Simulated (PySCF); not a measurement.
Two species compared at the same levels of theory.

First species: 2-methyl-[1,2,4]diazaphospholo[1,5-a]pyridine, C7H7N2P.
SMILES: `c1cccn2nc(pc12)C`

Second species: C4H9NO.
SMILES with atom numbers: `[CH2:1]1[CH2:2][O:3][CH2:4][CH2:5][NH:6]1` (hydrogens: H7, H8 on C1; H9, H10 on C2; H11, H12 on C4; H13, H14 on C5; H15 on N6)

Structure used (PBE0-D3(BJ)/def2-SVP), in Å, numbered top down from 1:
```xyz
15
C4H9NO angstrom
C     -1.2288    0.9027    0.1995
C     -1.3742   -0.4761   -0.4301
O     -0.2554   -0.7901   -1.2198
C      0.9400   -0.7479   -0.4826
C      1.1452    0.6235    0.1464
N      0.0086    1.0458    0.9460
H     -2.0868    1.1231    0.8549
H     -1.2342    1.6592   -0.6053
H     -1.5005   -1.2370    0.3717
H     -2.2576   -0.5306   -1.0852
H      0.9225   -1.5225    0.3158
H      1.7568   -1.0013   -1.1763
H      1.2903    1.3622   -0.6619
H      2.0590    0.6359    0.7622
H     -0.0385    0.4851    1.7959
```

Levels: PBE0/def2-SVPD for dipole moment, HOMO energy, LUMO energy, HOMO–LUMO gap, static isotropic polarisability and electronic spatial extent ⟨r²⟩ about the centre of nuclear charge; TDDFT PBE0/def2-SVPD for lowest singlet excitation; TDA PBE0/def2-SVPD for lowest triplet excitation (Tamm–Dancoff); ΔSCF PBE0/def2-SVPD for vertical ionisation energy; PBE0-D3(BJ)/def2-SVP for rotational constant A and rotational constant C. Geometries: PBE0-D3(BJ)/def2-SVP. All species are isolated and taken at one optimised geometry, non-relativistic unless stated. Electronic properties by PySCF.

Values for the first species:

* Dipole moment: 2.34 D
* HOMO energy: -5.97 eV
* LUMO energy: -1.40 eV
* HOMO–LUMO gap: 4.57 eV
* Lowest singlet excitation: 3.75 eV
* Lowest triplet excitation (Tamm–Dancoff): 2.72 eV
* Static isotropic polarisability: 124.7 au
* Vertical ionisation energy: 7.61 eV
* Electronic spatial extent ⟨r²⟩ about the centre of nuclear charge: 1577 bohr²
* Rotational constant A: 2.809 GHz
* Rotational constant C: 0.706 GHz

**Question.** Estimate the same properties for the second species, and the change in each.

**Answer.** 
| property | first | second | second less first |
| --- | --- | --- | --- |
| dipole moment | 2.34 D | 1.25 D | -1.09 D |
| HOMO energy | -5.97 eV | -6.24 eV | -0.27 eV |
| LUMO energy | -1.40 eV | 0.72 eV | +2.12 eV |
| HOMO–LUMO gap | 4.57 eV | 6.96 eV | +2.39 eV |
| lowest singlet excitation | 3.75 eV | 5.76 eV | +2.01 eV |
| lowest triplet excitation (Tamm–Dancoff) | 2.72 eV | 5.55 eV | +2.83 eV |
| static isotropic polarisability | 124.7 au | 60.0 au | -64.7 au |
| vertical ionisation energy | 7.61 eV | 8.30 eV | +0.69 eV |
| electronic spatial extent ⟨r²⟩ about the centre of nuclear charge | 1577 bohr² | 516 bohr² | -1061 bohr² |
| rotational constant A | 2.809 GHz | 4.934 GHz | +2.125 GHz |
| rotational constant C | 0.706 GHz | 2.708 GHz | +2.002 GHz |

On the first: No computed singlet falls in the visible range (750 to 380 nm, 1.65 to 3.26 eV); S1 lies 0.49 eV above its blue end. The principal polarisabilities are 70.5, 122.7 and 180.8 au; their mean is the isotropic value.

On the second: S1 lies 1.20 eV below the HOMO–LUMO gap; its leading configuration is HOMO→LUMO, weight 0.95. The polarisability is 8.89 Å³ as a volume (1 au = 0.148185 Å³), or 1.25 au for each of the 48 electrons.
